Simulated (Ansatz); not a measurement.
Runs of Ansatz 0.2.0 on As. The typed cell holds 2 atoms: a = 3.824 Å, b = 3.824 Å, c = 3.824 Å, α = 60.00°, β = 60.00°, γ = 60.00°. This isn't the form of As at room conditions, which is rhombohedral.

```tsv
screening (1/Å)	gap on the mesh (eV)	pressure (GPa)	largest force (eV/Å)
0.6	0.18	2.7	0.79
0.3	0.18	1.5	(b)
0.4	0.18	1.9	0.87
0.2	0.20	1.1	0.98
0.15	0.23	(a)	1.02
0.1	0.31	0.7	1.05
```

Alike in all rows: task single point; level HSE06 form with a typed share of exact exchange; potentials or basis Ansatz PAW; no spin polarisation; cell all atoms moved at random, sigma 0.1 Å a component; k mesh 5 × 5 × 5; cutoff (eV) 420; smearing fermi-dirac 0.05 eV.

Question: Fill in the values left out.

Answer: (a) 0.9; (b) 0.92.

Caveats: odd divisions of the mesh miss points on the zone boundary, where band edges often lie, so the gap on the mesh can be too wide; the PAW data sets come from PBE, with cores solved anew for the run's functional, which leaves a small shift of forces and pressure; the thresholds are loose for stress; forces of over 1 eV/Å show positions far from the minimum, so gaps and moduli don't describe the material at rest (some runs).

A k mesh can miss the band edges, and the runs leave out spin-orbit coupling on As.
